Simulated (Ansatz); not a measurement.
Runs of Ansatz 0.2.0 on BN. Symmetry: P6_3/mmc, No. 194, hexagonal system. The conventional cell has a = 2.498 Å, b = 2.498 Å, c = 6.636 Å, α = 90.00°, β = 90.00°, γ = 120.00°. N (site symmetry -6m2) has 3 B at 1.44 Å as nearest neighbours. Around B (site symmetry -6m2) lie 3 N at 1.44 Å. 

```tsv
task	level	cell	k mesh	smearing	gap on the mesh (eV)	pressure (GPa)
phonons	LDA	as given	9 × 9 × 3	fixed	4.25	-
single point	PBE	as given	12 × 12 × 4	gaussian 0.019 eV	4.29	5.1
single point	PBE	as given	12 × 12 × 4	gaussian 0.015 eV	4.29	5.1
single point	PBE	as given	12 × 12 × 4	gaussian 0.025 eV	4.29	5.1
relaxation of cell and atoms	PBEsol+D3(BJ)	relaxed	12 × 12 × 4	fermi-dirac 0.1 eV	(a)	0.0
```

Alike in all rows: potentials or basis Ansatz PAW; no spin polarisation; cutoff (eV) 420.

Problem. Fill in the values left out.

Solution. (a) 4.10.

Caveats: this functional lacks dispersion, which binds the layers, so the pressure and a relaxed spacing across them are unreliable (some runs); the PAW data sets come from PBE, with cores solved anew for the run's functional, which leaves a small shift of forces and pressure (some runs); odd divisions of the mesh miss points on the zone boundary, where band edges often lie, so the gap on the mesh can be too wide (some runs); the plane-wave basis is chosen anew once the cell has moved, so the energies of steps on either side of that aren't comparable (some runs).

A k mesh can miss the band edges.
